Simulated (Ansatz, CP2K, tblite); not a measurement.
## Random packing of 75TeO2-25ZnO (mol %) (55 atoms): one structure in several programs

Wanted: errors and costs of other methods on random packing of 75TeO2-25ZnO (mol %) (55 atoms). A plane-wave run serves as the reference.

Calculated with Ansatz 0.2.0; Kohn-Sham DFT, PBE, PAW, plane waves.

## 1. The starting structure

The cell holds 55 atoms: 15 Te, 35 O and 5 Zn. Cell: a = 9.418 Å, b = 9.418 Å, c = 9.418 Å, α = 90.0°, β = 90.0°, γ = 90.0°. 55 atoms (15 Te, 35 O, 5 Zn) packed at random in a cube at 5.57 g/cm³ and pushed apart as soft spheres, cations and anions kept from their own kind; a start for melting by ab initio MD, not an equilibrated structure. Then every atom was moved at random, 0.05 Å r.m.s. a Cartesian component.

## 2. Reference: Ansatz, plane waves

The PAW files are the set soft_2.

The input, input.yaml:

```yaml
crystal:
  lattice:
    - [9.4183, 0.0, 0.0]
    - [0.0, 9.4183, 0.0]
    - [0.0, 0.0, 9.4183]
  atoms:
    - { symbol: Te, position: [0.51906, 0.76829, 0.53538] }
    - { symbol: Te, position: [0.17561, 0.25653, 0.87817] }
    - { symbol: Te, position: [0.57311, 0.38221, 0.78594] }
    - { symbol: Te, position: [0.82338, 0.73141, 0.57279] }
    [... 45 atom lines left out ...]
    - { symbol: O, position: [0.74302, 0.95809, 0.17876] }
    - { symbol: Zn, position: [0.08407, 0.11629, 0.41542] }
    - { symbol: Zn, position: [0.78693, 0.56438, 0.32614] }
    - { symbol: Zn, position: [0.52141, 0.63759, 0.11332] }
    - { symbol: Zn, position: [0.5159, 0.27385, 0.30398] }
    - { symbol: Zn, position: [0.16172, 0.47254, 0.28487] }
kpoints:
  mp_grid: { grid: [1, 1, 1] }
hamiltonian:
  xc: pbe
scf:
  occupations: { method: fermi_dirac, width: 0.05 }
output:
  forces: true
  eigenvalues: true
  populations: true
  stress: true
```

The run is started by

```sh
$ ansatz run input.yaml --threads 4 --pin off --max-ram 8192MiB --backend cpu --events-out ev --progress --plain --runs-dir out
```

What it wrote:

```text
[...]
Pseudopotentials: kind: paw
Pseudopotential: Te, paw, valence charge 16, recommended cutoff 420 eV (normal), Te.paw.azcp
Pseudopotential: O, paw, valence charge 6, recommended cutoff 420 eV (normal), O.paw.azcp
Pseudopotential: Zn, paw, valence charge 12, recommended cutoff 420 eV (normal), Zn.paw.azcp
[... 5 lines on functional and potentials left out ...]
Crystal: 55 atoms, lattice volume = 835.444 Å³
Basis set: ecut = 420 eV, 16279 PW (Γ), exchange–correlation on 128×128×128 points (8 copies of the dense FFT grid, shifted against one another)
Bands: 310, of which v1, the nominal top of the filled ones, is band 255 counted from 1 (254 counted from 0)
Symmetry: 1 space group operations
Space group: P1 (ITA 1), of the structure as read, at distance tolerance 9.4e-5 Å
k-points: 1
[... 7 lines on functional and potentials left out ...]
Initial density: superposition of atomic densities (neutral atoms: chi_scale 0, normalization atom), corrected by the library's trained network
Initial wavefunctions: pseudopotential atomic-orbital guess
[...]
SCF iter   1: F=—  HF=-141045.314896 eV  |F-HF|=—  |Δ(HF+E_count)|=         —  Δρ=2.45e-2  dr2=8.40e0  ethr=1.77e-3  ⟨swp⟩=6.0  Hψ=1245  notcnv=0  defer=8
preconditioner: auto → LDOS  [metal: Δε(μ)=0.066 eV  Ē_g=10.190 eV  σ=0.050 eV  W_gap=0.31  n_scr=250 (ndim 8)  ℏωp=24.4 eV  f_vac=0.061  D(μ)=49.08/eV (n_scr^D=460)  β→1.0]
[...]
SCF iter  15: F=—  HF=-141044.925872 eV  |F-HF|=—  |Δ(HF+E_count)|=   1.15e-8  Δρ=3.11e-6  dr2=1.10e-7  ethr=1.96e-11  ⟨swp⟩=12.0  Hψ=1260  notcnv=0
SCF iter  16: F=-141044.925872 eV  HF=-141044.925872 eV  |F-HF|=1.69e-8  |Δ(HF+E_count)|=   1.03e-8  Δρ=1.42e-6  dr2=2.08e-8  ethr=1.96e-11  ⟨swp⟩=3.0  Hψ=715  notcnv=0
SCF 1 converged in 16 iterations: F = -141044.925872 eV  dr2 = 2.08e-8
[...]
SCF converged after 16 iterations
Free energy (F): -141044.925872 eV
Harris-Foulkes:  -141044.925872 eV  (|F-HF|=1.69e-8)
Internal energy: -141044.430125 eV  (E = F + TS)
E sigma→0 (E₀):  -141044.677999 eV
Entropy (-TS):   -0.495747 eV (-9.014 meV/atom)
Fermi energy:    7.616067 eV
--- Per-component energies (eV) ---
[...]
Σ components = -141044.925872   (vs F -141044.925872, Δ=0.00e0)
--- Forces (eV/Å), atoms counted from 1 ---
  atom   1  Te     3.65617496    -3.78273797     1.58828508
  atom   2  Te     0.35684342    -2.40119675     2.45572733
  atom   3  Te     4.16277491    -0.63774396     3.40156050
  atom   4  Te     3.41462225    -0.28678001     3.32195403
[...]
atom  55  Zn     0.37001400     0.52979375    -3.57312235
  max |Σ_I F_I| component: 8.20e-5 eV/Å
--- Stress (GPa, compression-positive) ---
        7.911229       2.709683      -1.195633
        2.709683       4.072688       0.477615
       -1.195633       0.477615       2.717775
  P = ⅓ Tr σ = 4.9006 GPa (49.006 kbar)
--- Band table (eV) ---
  k-point 0: bands = ["-31.7330", "-31.7078", "-31.5705", "-31.5592", [... 294 levels ...], "12.9194", "12.9611", "13.0366", "13.2355", "13.3034", "13.6135", "13.9003", "14.0437", "14.1736", "14.4656", "14.6080", "14.8148"]
--- Löwdin populations: 55 sites ---
  site symbol       q [e]
     0     Te     14.8323
     1     Te     14.0541
     2     Te     14.5706
[...]
54     Zn     10.6523
  spilling = 0.007786 (of n_electrons = 510.000000)
```

It took 20 s on 4 threads of Arm Neoverse N1, shared host; peak memory 1.1 GiB; 73 s of CPU time.

Read from the output:

| Item | Value |
| --- | --- |
| free energy | -141044.9259 eV |
| free energy per atom | -2564.4532 eV/atom |
| SCF cycles | 16 |
| pressure | 4.901 GPa |
| r.m.s. force component | 2.156 eV/Å |
| longest force | 9.587 eV/Å |
| Fermi energy | 7.616 eV |
| levels partly filled by over 2 per cent | 11 |
| spilling of the projection | 0.007786 |

Length of the force by element:

| element | coordination | atoms | mean length of the force (eV/Å) | spread | least | most |
| --- | --- | --- | --- | --- | --- | --- |
| O | all | 35 | 1.94 | 0.734 | 0.253 | 3.25 |
| Te | all | 15 | 5.75 | 2.41 | 1.69 | 9.59 |
| Zn | all | 5 | 2.46 | 0.882 | 1.32 | 3.63 |

Löwdin charges by element (they lack the spilled electrons, 0.072 e an atom on average):

| element | coordination | atoms | mean charge (e) | spread | least | most |
| --- | --- | --- | --- | --- | --- | --- |
| O | all | 35 | -0.668 | 0.157 | -0.881 | -0.323 |
| Te | all | 15 | 1.38 | 0.375 | 0.380 | 1.95 |
| Zn | all | 5 | 1.33 | 0.0833 | 1.21 | 1.44 |

The levels nearest the highest filled one (over half full), pooled over k-points and spins:

| level less the highest filled one (eV) | occupation |
| --- | --- |
| -0.144 | 1.90 |
| -0.115 | 1.82 |
| -0.0661 | 1.59 |
| -0.0377 | 1.37 |
| -0.0112 | 1.12 |
| 0 | 1.01 |
| 0.0341 | 0.683 |
| 0.0879 | 0.3 |
| 0.0932 | 0.274 |
| 0.191 | 0.044 |
| 0.259 | 0.011 |
| 0.335 | 0.003 |

The run ends at a pressure of 4.90 GPa, with forces up to 9.6 eV/Å.

## 3. Structure statistics

Density 5.57 g/cm³, 15.19 Å³ an atom.

Pair distribution functions g(r), in bins of 0.2 Å:

| r (Å) | total | O-O | O-Te | O-Zn | Te-Te | Te-Zn | Zn-Zn |
| --- | --- | --- | --- | --- | --- | --- | --- |
| 1.70 | 0.07 | 0.00 | 0.00 | 0.60 | 0.00 | 0.00 | 0.00 |
| 1.90 | 0.89 | 0.00 | 2.02 | 1.60 | 0.00 | 0.00 | 0.00 |
| 2.10 | 1.27 | 0.11 | 3.07 | 1.37 | 0.00 | 0.00 | 0.00 |
| 2.30 | 0.70 | 0.39 | 1.34 | 0.68 | 0.00 | 0.00 | 0.00 |
| 2.50 | 1.39 | 1.75 | 1.03 | 2.72 | 0.00 | 0.00 | 0.00 |
| 2.70 | 1.46 | 2.06 | 0.86 | 1.31 | 1.21 | 1.77 | 0.00 |
| 2.90 | 1.34 | 1.62 | 0.61 | 1.56 | 2.47 | 2.15 | 0.00 |
| 3.10 | 1.01 | 1.03 | 0.92 | 0.60 | 1.83 | 1.33 | 0.00 |
| 3.30 | 0.97 | 0.90 | 0.88 | 1.04 | 1.85 | 0.41 | 2.48 |
| 3.50 | 1.02 | 1.15 | 0.98 | 0.47 | 1.46 | 1.07 | 0.00 |
| 3.70 | 0.95 | 1.07 | 0.79 | 0.67 | 0.86 | 0.97 | 5.91 |
| 3.90 | 0.89 | 0.97 | 0.78 | 0.63 | 0.96 | 1.17 | 3.59 |
| 4.10 | 0.80 | 0.61 | 0.83 | 1.01 | 0.90 | 1.31 | 1.60 |
| 4.30 | 0.99 | 0.88 | 1.28 | 0.91 | 0.64 | 0.72 | 0.00 |
| 4.50 | 0.81 | 0.77 | 0.90 | 0.66 | 0.86 | 0.67 | 1.33 |

## 4. The ladder

The programs:
- CP2K 2026.2: Gaussian basis with GTH pseudopotentials and a plane-wave density; labels give functional, basis (MOLOPT sets; SR short-range, UZH the newer set with its own potentials), grid cutoff/relative cutoff and solver (OT: orbital transformation; TRS4, TC2, SIGN: linear-scaling purification with its sparsity filter), or its built-in tight binding.
- tblite 0.8.0: extended tight binding, driven from Python.

All use the same cell and atoms; the electronic-structure runs use the same k-mesh, and an electronic temperature of 580 K (0.05 eV) where levels are smeared.

Differences are against the plane-wave reference, forces as r.m.s. over components; share is that over the reference's r.m.s. force, slope the least-squares factor from reference forces to these. Total energies of different programs have different zeros and aren't compared.

| run | Δ force, r.m.s. (meV/Å) | share (%) | slope | Δ pressure (GPa) | cores | CPU time | memory (GiB) |
| --- | --- | --- | --- | --- | --- | --- | --- |
| reference | - | - | - | - | 4 | 73 s | 1.1 |
| CP2K PBE, DZVP-MOLOPT-SR, 800/50 Ry, diagonalisation | 374 | 17.4 | 1.031 | 5.10 | 4 | 32 min | 4.4 |
| CP2K PBE, DZVP-UZH, 280/50 Ry, diagonalisation (coarse) | 871 | 40.4 | 1.077 | 5.89 | 4 | 25 min | 2.3 |
| CP2K PBE, DZVP-UZH, 800/50 Ry, diagonalisation | 453 | 21.0 | 1.051 | 5.42 | 4 | 38 min | 4.8 |
| tblite GFN1-xTB | 738 | 34.2 | 0.966 | -14.7 | 1 | 5 s | 0.1 |

Rows marked coarse were listed beforehand as settings not expected to be converged; some can still land near the reference.

CPU time is summed over cores on a shared host, where runs went side by side, so it is rough. Symmetry, cutoffs, thresholds, outputs and thread counts weren't matched or tuned between programs; memory under MPI is the largest rank's times the ranks.

Runs without a result: CP2K GFN1-xTB, diagonalisation (not converged); CP2K PBE, SZV-MOLOPT-SR, 800/50 Ry, diagonalisation (cut off at its time limit of 5.8 min).

Mean charges by element (e), by run and scheme:

| run | scheme | Te | O | Zn |
| --- | --- | --- | --- | --- |
| reference | Löwdin | +1.38 | -0.67 | +1.33 |
| CP2K PBE, DZVP-MOLOPT-SR, 800/50 Ry, diagonalisation | Mulliken | +0.92 | -0.43 | +0.28 |
| CP2K PBE, DZVP-MOLOPT-SR, 800/50 Ry, diagonalisation | Hirshfeld | +0.47 | -0.26 | +0.41 |
| CP2K PBE, DZVP-UZH, 800/50 Ry, diagonalisation | Mulliken | +0.90 | -0.48 | +0.63 |
| CP2K PBE, DZVP-UZH, 800/50 Ry, diagonalisation | Hirshfeld | +0.46 | -0.26 | +0.40 |
| tblite GFN1-xTB | Mulliken | +0.63 | -0.36 | +0.66 |

The reference's Löwdin charges lack the electrons that the projection spills, 0.072 e an atom on average.

Within one program, basis, potentials and functional, energies share a zero. Each run against its twin at the usual cutoff or grid and solver:

| run | twin | Δ energy (meV/atom) | Δ force, r.m.s. (meV/Å) | CPU time over the twin's |
| --- | --- | --- | --- | --- |
| CP2K PBE, DZVP-UZH, 280/50 Ry, diagonalisation | DZVP-UZH, 800/50 Ry, diagonalisation | -16.3 | 735 | 0.66 |

## 5. Summary of results

| Item | Value |
| --- | --- |
| reference r.m.s. force component | 2.16 eV/Å |
| nearest in forces | CP2K PBE, DZVP-MOLOPT-SR, 800/50 Ry, diagonalisation, 17 % |
| farthest in forces | CP2K PBE, DZVP-UZH, 280/50 Ry, diagonalisation (coarse), 40 % |
| cheapest electronic-structure run beside the reference | tblite GFN1-xTB, 5 s of CPU time |

The PBE runs in local orbitals, coarse settings apart, differ by 17 % (CP2K PBE, DZVP-MOLOPT-SR, 800/50 Ry, diagonalisation) to 21 % (CP2K PBE, DZVP-UZH, 800/50 Ry, diagonalisation); basis, grid and potentials can all enter. Tight binding differs by 34 % (tblite GFN1-xTB); it is another model, with fitted parameters of its own, and the xTB methods hold dispersion. CP2K PBE, DZVP-UZH, 800/50 Ry, diagonalisation needed 113 SCF steps, so its time overstates the method's usual cost. Runs with settings chosen to be coarse differ by 40 % (CP2K PBE, DZVP-UZH, 280/50 Ry, diagonalisation), their programs' other errors included. One electronic-structure run takes under half the reference's CPU time: tblite GFN1-xTB, at 34 % in 5 s against 73 s; its pressure misses by -14.7 GPa. In pressure, CP2K PBE, DZVP-UZH, 280/50 Ry, diagonalisation misses by +5.9 GPa, at the same functional. Charges hang on model, scheme and program or settings: among these rows the mean for Zn runs from +0.28 to +1.33 e. In the reference: 11 levels are partly filled, by over 2 % (at Γ alone): at this level the cell shows no clear gap. Levels of broken or missing bonds inside a gap of the host would look the same. In the reference: mean Löwdin charges: O -0.67, Te +1.38, Zn +1.33 e (they miss 0.78 % of the electrons, so they add up to more than the cell's charge). Periodic xTB results under one method name differ between programs and library versions. The potentials hold different valence shells: 510 electrons in the reference, 360 in CP2K with DZVP-MOLOPT-SR; this bears on time and differences. The reference's stress is far from hydrostatic: its diagonal is 7.9, 4.1, 2.7 GPa, compression counted positive. The reference's pressure of 4.9 GPa belongs to a cell and atoms that aren't relaxed at this level. The electronic-structure runs sample only Γ, in a cell whose shortest periodic width is 9 Å, which is coarse for a cell with partly filled levels. Spin–orbit coupling is left out, which matters for the levels of the heavy elements.

[Also dropped from logs without a mark: logging warnings of Python, and SIESTA's first energy breakdown and zero terms.]

[Logs are printed without paths, hosts, clocks, repeated set-up lines and the standing remarks that a program may print on its own settings, such as how far it seeks lower states.]

[Hosts, paths, dates, database ids (printed as entryN), source tags and the programs' standing remarks are cut or masked in the printed files.]
